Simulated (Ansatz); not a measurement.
# Ge: the cost of one run

Method: DFT PBEsol, scalar-relativistic, plane waves, PAW, in Ansatz 0.2.0.

### 1 The system as given

It takes space group Imma (No. 74, orthorhombic). The conventional cell has a = 4.992 Å, b = 5.302 Å, c = 2.874 Å, α = 90.00°, β = 90.00°, γ = 90.00°. Around Ge (site symmetry mm2) lie 6 Ge at 2.68 to 2.87 Å.

Structure file:

```
Ge
1.0
    -2.49590    2.65086    1.43695
     2.49590   -2.65086    1.43695
     2.49590    2.65086   -1.43695
Ge
2
Cartesian
  2.4959 -1.3254 1.2529
  0.0000 3.9763 0.1841
```

The structure comes from the Materials Project (structure only).

### 2 Probe: one point at the start

input.yaml

```yaml
crystal:
  lattice:
    - [-2.495898, 2.650863, 1.436947]
    - [2.495898, -2.650863, 1.436947]
    - [2.495898, 2.650863, -1.436947]
  atoms:
    - { symbol: Ge, position: [0.185943, 0.935943, 0.25] }
    - { symbol: Ge, position: [0.814057, 0.064057, 0.75] }
basis:
  ecutwfc: 420
kpoints:
  mp_grid: { grid: [8, 8, 8] }
hamiltonian:
  xc: pbesol
scf:
  occupations: { method: gaussian, width: 0.1 }
output:
  forces: true
  stress: true
  eigenvalues: true
```

Launch:

```bash
> ansatz run input.yaml --threads 1 --pin off --max-ram 1228MiB --backend cpu --events-out ev --progress --plain --runs-dir out
```

**Question.** How long does this run take on 1 thread of an Arm CPU, shared host, and how much memory does it need?

About 5.4 s, with a peak of 0.33 GiB.
